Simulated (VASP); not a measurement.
# TaN (P-62m) in VASP: core levels with PBEsol

Aim: the core levels of TaN with PBEsol.

All numbers are computed with VASP 6.6.1; they aren't measurements. Logs are shortened: lines on timing, memory, paths and dates and some standing lists are left out, and cuts for length are marked.

## Step 1: Starting point

Symmetry: P-62m, No. 189, hexagonal system. Conventional cell: a = 5.196 Å, b = 5.196 Å, c = 2.911 Å, α = 90.00°, β = 90.00°, γ = 120.00°. Around Ta (site symmetry -6) lie 6 N at 2.16 Å. Ta (site symmetry -62m) has 3 N at 2.04 Å as nearest neighbours. Around N (site symmetry m2m) lie 5 Ta at 2.04 to 2.16 Å.

## Step 2: Core levels, PBEsol, collinear spin, ferromagnetic start

INCAR reads:

```
SYSTEM = TaN
PREC = Accurate ; ENCUT = 520
EDIFF = 1E-7 ; ISMEAR = -1
SIGMA = 0.05 ; LREAL = .FALSE.
LASPH = .TRUE. ; NELM = 100
ALGO = Normal ; ISIF = 2
LWAVE = .FALSE. ; LCHARG = .FALSE.
ISPIN = 2 ; MAGMOM = 2 2 2 0 0 0
LORBIT = 11 ; LMAXMIX = 4
GGA = PS ; ICORELEVEL = 1
```

KPOINTS reads:

```
Automatic mesh
0
G
  7 7 11
  0 0 0
```

POSCAR reads:

```
TaN
1.0
    5.1960000000      0.0000000000      0.0000000000
   -2.5980000000      4.4998679981      0.0000000000
    0.0000000000      0.0000000000      2.9110000000
Ta N
3 3
Direct
    0.3333333333      0.6666666667      0.5000000000
    0.6666666667      0.3333333333      0.5000000000
    0.0000000000      0.0000000000      0.0000000000
    0.3928500000      0.0000000000      0.0000000000
    0.6071500000      0.6071500000      0.0000000000
    0.0000000000      0.3928500000      0.0000000000
```

Potentials or basis: VASP PAW PBE potentials, release 64 (Ta_pv, N).

The run is started by

```bash
$ cat potpaw_PBE.64/Ta_pv/POTCAR potpaw_PBE.64/N/POTCAR > POTCAR
$ mpirun -np 1 vasp_std > vasp.out
```

OUTCAR:

```text
SYSTEM = TaN
   PREC = Accurate
   ENCUT = 520
   EDIFF = 1E-7
   ISMEAR = -1
   LREAL = .FALSE.
   LASPH = .TRUE.
   NELM = 100
   ISIF = 2
   ISPIN = 2
   LORBIT = 11
   GGA = PS

 ion  position               nearest neighbor table
   1  0.333  0.667  0.500-   4 2.16   4 2.16   6 2.16   6 2.16   5 2.16   5 2.16   2 3.00   2 3.00
                             2 3.00   3 3.33   3 3.33   3 3.33   3 3.33   3 3.33   3 3.33
   2  0.667  0.333  0.500-   6 2.16   6 2.16   4 2.16   4 2.16   5 2.16   5 2.16   1 3.00   1 3.00
                             1 3.00   3 3.33   3 3.33   3 3.33   3 3.33   3 3.33   3 3.33
   3  0.000  0.000  0.000-   4 2.04   5 2.04   6 2.04   2 3.33   1 3.33   1 3.33   2 3.33   2 3.33
                             2 3.33   1 3.33   1 3.33   2 3.33   2 3.33   1 3.33   1 3.33
   4  0.393  0.000  0.000-   3 2.04   1 2.16   1 2.16   2 2.16   2 2.16
   5  0.607  0.607  0.000-   3 2.04   1 2.16   1 2.16   2 2.16   2 2.16
   6  0.000  0.393  0.000-   3 2.04   2 2.16   2 2.16   1 2.16   1 2.16

  LATTYP: Found a hexagonal cell.
 ALAT       =     5.1960000000
 C/A-ratio  =     0.5602386451

  Lattice vectors:

 A1 = (   5.1960000000,   0.0000000000,   0.0000000000)
 A2 = (  -2.5980000000,   4.4998679981,   0.0000000000)
 A3 = (   0.0000000000,   0.0000000000,   2.9110000000)

Analysis of symmetry for initial positions (statically):
=====================================================================
 Subroutine PRICEL returns:
 Original cell was already a primitive cell.

 Routine SETGRP: Setting up the symmetry group for a
 hexagonal supercell.

 Subroutine GETGRP returns: Found 12 space group operations
 (whereof 12 operations were pure point group operations)
 out of a pool of 24 trial point group operations.

The static configuration has the point symmetry D_3h.

Analysis of symmetry for dynamics (positions and initial velocities):
=====================================================================
 Subroutine PRICEL returns:
 Original cell was already a primitive cell.

 Routine SETGRP: Setting up the symmetry group for a
 hexagonal supercell.

 Subroutine GETGRP returns: Found 12 space group operations
 (whereof 12 operations were pure point group operations)
 out of a pool of 24 trial point group operations.

The dynamic configuration has the point symmetry D_3h.

Analysis of structural, dynamic, and magnetic symmetry:
=====================================================================
 Subroutine PRICEL returns:
 Original cell was already a primitive cell.

 Routine SETGRP: Setting up the symmetry group for a
 hexagonal supercell.

 Subroutine GETGRP returns: Found 12 space group operations
 (whereof 12 operations were pure point group operations)
 out of a pool of 24 trial point group operations.

The overall configuration has the point symmetry D_3h.

 Subroutine INISYM returns: Found 12 space group operations
 (whereof 12 operations are pure point group operations),
 and found     1 'primitive' translations

----------------------------------------------------------------------------------------

                                     Primitive cell

  volume of cell :      68.0630

  direct lattice vectors                    reciprocal lattice vectors
     5.196000000  0.000000000  0.000000000     0.192455735  0.111114371  0.000000000
    -2.598000000  4.499867998  0.000000000     0.000000000  0.222228741  0.000000000
     0.000000000  0.000000000  2.911000000     0.000000000  0.000000000  0.343524562

  length of vectors
     5.196000000  5.196000000  2.911000000     0.222228741  0.222228741  0.343524562

  position of ions in fractional coordinates (direct lattice)
     0.333333333  0.666666667  0.500000000
     0.666666667  0.333333333  0.500000000
     0.000000000  0.000000000  0.000000000
     0.392850000  0.000000000  0.000000000
     0.607150000  0.607150000  0.000000000
     0.000000000  0.392850000  0.000000000

  ion indices of the primitive-cell ions
   primitive index   ion index
                 1           1
                 2           2
                 3           3
                 4           4
                 5           5
                 6           6

----------------------------------------------------------------------------------------

 KPOINTS: Automatic mesh
[... 67 lines left out ...]
   NELM   =    100;   NELMIN=  2; NELMDL= -5     # of ELM steps
   EDIFF  = 0.1E-06   stopping-criterion for ELM
   LREAL  =      F    real-space projection
   EDIFFG = 0.1E-05   stopping-criterion for IOM
   NSW    =      0    number of steps for IOM
   IBRION =     -1    ionic relax: 0-MD 1-quasi-New 2-CG
   NFREE  =      0    steps in history (QN), initial steepest desc. (CG)
   ISIF   =      2    stress and relaxation
   ISYM   =      2    0-nonsym 1-usesym 2-fastsym
   POTIM  = 0.5000    time-step for ionic-motion
   TEBEG  =    0.0;   TEEND  =   0.0 temperature during run
   PSTRESS=    0.0 pullay stress
   NELECT =      48.0000    total number of electrons
   NUPDOWN=      -1.0000    fix difference up-down
   EMIN   =  10.00;   EMAX   =-10.00  energy-range for DOS
   EFERMI =   0.00;   METHOD = LEGACY
   ISMEAR =    -1;   SIGMA  =   0.05  broadening in eV -4-tet -1-fermi 0-gaus
   EFERMI_NEDOS =   21; number of points for ismear=-14 and -15
   IALGO  =     38    algorithm
   IMIX   =      4    mixing-type and parameters
     AMIX     =   0.40;   BMIX     =  1.00
     AMIX_MAG =   1.60;   BMIX_MAG =  1.00
  volume/ion in A,a.u.               =      11.34        76.55
  Fermi-wavevector in a.u.,A,eV,Ry     =   1.457197  2.753703 28.890916  2.123422
  Thomas-Fermi vector in A             =   2.574026
   LORBIT       =     11    0 simple, 1 ext, 2 COOP (PROOUT), +10 PAW based schemes
   GGA     = PS    functional components
   LHFCALC =     F    Hartree Fock is set to
   AEXX    =    0.0000 exact exchange contribution
   IVDW    =     0    specifies the selected vdW correction
   LEPSILON=     F    determine dielectric tensor
   LRPA    =     F    only Hartree local field effects (RPA)
 spin polarized calculation
  energy-cutoff  :      520.00
  volume of cell :       68.06
 maximum number of plane-waves:      1847
 NGX is ok and might be reduce to    40
   NGX = 19   NGY = 19   NGZ = 11

 number of electron      48.0000002 magnetization       0.0001021

 number of electron      48.0000002 magnetization      -0.0000039

 Free energy of the ion-electron system (eV)
  ---------------------------------------------------
  ext. energy  EPLUGINS =         0.00000000
  ---------------------------------------------------
  free energy    TOTEN  =       -71.44778496 eV

  energy without entropy =      -71.44267981  energy(sigma->0) =      -71.44523239

 the core state eigenenergies are
   1-  1s -67331.1528  2s -11556.9303  2p -10124.1058  3s  -2638.4612  3p  -2212.5033
       3d  -1716.2388  4s   -528.5193  4p   -388.8365  4d   -210.2276  4f    -12.8670
       5s    -61.0727
   2-  1s -67331.1528  2s -11556.9303  2p -10124.1058  3s  -2638.4612  3p  -2212.5033
       3d  -1716.2388  4s   -528.5193  4p   -388.8365  4d   -210.2276  4f    -12.8670
       5s    -61.0727
   3-  1s -67330.5119  2s -11556.2747  2p -10123.4512  3s  -2637.8121  3p  -2211.8544
       3d  -1715.5877  4s   -527.8820  4p   -388.2004  4d   -209.5924  4f    -12.2366
       5s    -60.4630
   4-  1s   -370.0335
   5-  1s   -370.0335
   6-  1s   -370.0335

 E-fermi :   8.1902     XC(G=0): -13.1611

 val. band max:        8.0950511793   @ k =   0.2857   0.0000   0.4545
 cond. band min:       8.1969337559   @ k =   0.1429   0.1429   0.4545
 fundamental gap:      0.1018825765
 Fermi energy:         8.1901907650

 spin component 1

 k-point     1 :       0.0000    0.0000    0.0000
  band No.  band energies     occupation
      1     -28.0006      1.00000
      2     -28.0006      1.00000
      3     -27.6472      1.00000
      4     -27.6472      1.00000
      5     -27.4741      1.00000
      6     -27.3660      1.00000
[... 264 lines left out ...]
 k-point     9 :       0.0000    0.0000    0.0909
  band No.  band energies     occupation
      1     -27.9889      1.00000
      2     -27.9889      1.00000
      3     -27.6349      1.00000

 Fermi energy:         8.1901907650

 spin component 2

 k-point     1 :       0.0000    0.0000    0.0000
  band No.  band energies     occupation
      1     -28.0006      1.00000
      2     -28.0006      1.00000
      3     -27.6472      1.00000
      4     -27.6472      1.00000
      5     -27.4741      1.00000
      6     -27.3660      1.00000
[... 805 lines left out ...]
     30      11.2904      0.00000
     31      11.4308      0.00000

 [... further k-points ...]

------------------------ aborting loop because EDIFF is reached ----------------------------------------

  FORCE on cell =-STRESS in cart. coord.  units (eV):
  Direction    XX          YY          ZZ          XY          YZ          ZX
  --------------------------------------------------------------------------------------
  -------------------------------------------------------------------------------------
  Total       -0.9806200     -0.9806200     -1.8151194      0.0000000      0.0000000      0.0000000
  in kB      -23.0834229    -23.0834229    -42.7272224      0.0000000      0.0000000      0.0000000
  external PRESSURE =     -29.6313560 kB  Pullay stress =       0.0000000 kB

 VOLUME and BASIS-vectors are now :
 -----------------------------------------------------------------------------
  energy-cutoff  :      520.00
  volume of cell :       68.06
      direct lattice vectors                 reciprocal lattice vectors
     5.196000000  0.000000000  0.000000000     0.192455735  0.111114371  0.000000000
    -2.598000000  4.499867998  0.000000000     0.000000000  0.222228741  0.000000000
     0.000000000  0.000000000  2.911000000     0.000000000  0.000000000  0.343524562

 POSITION                                       TOTAL-FORCE (eV/Angst)
 -----------------------------------------------------------------------------------
     -0.00000      2.99991      1.45550        -0.000000      0.000000     -0.000000
      2.59800      1.49996      1.45550        -0.000000      0.000000     -0.000000
      0.00000      0.00000      0.00000        -0.000000      0.000000     -0.000000
      2.04125      0.00000      0.00000         0.026785      0.000000      0.000000
      1.57738      2.73209      0.00000        -0.013392     -0.023196     -0.000000
     -1.02062      1.76777      0.00000        -0.013392      0.023196     -0.000000
 -----------------------------------------------------------------------------------
    total drift:                               -0.000002     -0.000003      0.000000

  FREE ENERGIE OF THE ION-ELECTRON SYSTEM (eV)
  ---------------------------------------------------
  free  energy   TOTEN  =       -71.4477849613 eV

  energy  without entropy=      -71.4426798141  energy(sigma->0) =      -71.44523239

 total charge

# of ion       s       p       d       tot
------------------------------------------
    1        0.295   6.267   2.394   8.956
    2        0.295   6.267   2.394   8.956
    3        0.335   6.224   2.424   8.982
    4        1.232   2.551   0.000   3.783
    5        1.232   2.551   0.000   3.783
    6        1.232   2.551   0.000   3.783
--------------------------------------------------
tot          4.620  26.410   7.212  38.242

 magnetization (x)

# of ion       s       p       d       tot
------------------------------------------
    1        0.000   0.000  -0.000   0.000
    2        0.000   0.000  -0.000   0.000
    3        0.000   0.000  -0.000  -0.000
    4       -0.000  -0.000   0.000  -0.000
    5       -0.000  -0.000   0.000  -0.000
    6       -0.000  -0.000   0.000  -0.000
--------------------------------------------------
tot          0.000   0.000  -0.000  -0.000
```

Run time: 4.6 min. Hardware: 1 thread of AMD EPYC 7R13 (Zen 3), shared host; peak memory 0.28 GiB.

What came out:

* Free energy: -71.4478 eV
* Pressure: -3.0 GPa
* Largest force: 0.027 eV/Å
* Band gap on the k mesh: none (metal or under the smearing width)
* Net moment: 0.00 μB per cell
* Valence electrons inside the program's atomic spheres: Ta 8.96, 8.98; N 3.78

Forces in eV/Å, atoms in the order of the input:
```
Ta   0.000  0.000  0.000
Ta   0.000  0.000  0.000
Ta   0.000  0.000  0.000
N    0.027  0.000  0.000
N   -0.013 -0.023  0.000
N   -0.013  0.023  0.000
```

Core levels (eV, on the scale of the bands):
```csv
atom,levels
1 Ta,"1s -67331.2, 2s -11556.9, 2p -10124.1, 3s -2638.5, 3p -2212.5, 3d -1716.2, 4s -528.5, 4p -388.8, 4d -210.2, 4f -12.9, 5s -61.1"
2 Ta,"1s -67331.2, 2s -11556.9, 2p -10124.1, 3s -2638.5, 3p -2212.5, 3d -1716.2, 4s -528.5, 4p -388.8, 4d -210.2, 4f -12.9, 5s -61.1"
3 Ta,"1s -67330.5, 2s -11556.3, 2p -10123.5, 3s -2637.8, 3p -2211.9, 3d -1715.6, 4s -527.9, 4p -388.2, 4d -209.6, 4f -12.2, 5s -60.5"
4 N,1s -370.0
5 N,1s -370.0
6 N,1s -370.0
```

Caveat: the PAW data sets were made with another functional, which shifts forces and pressure a little. Spin-orbit coupling is left out, which matters for the levels of Ta.
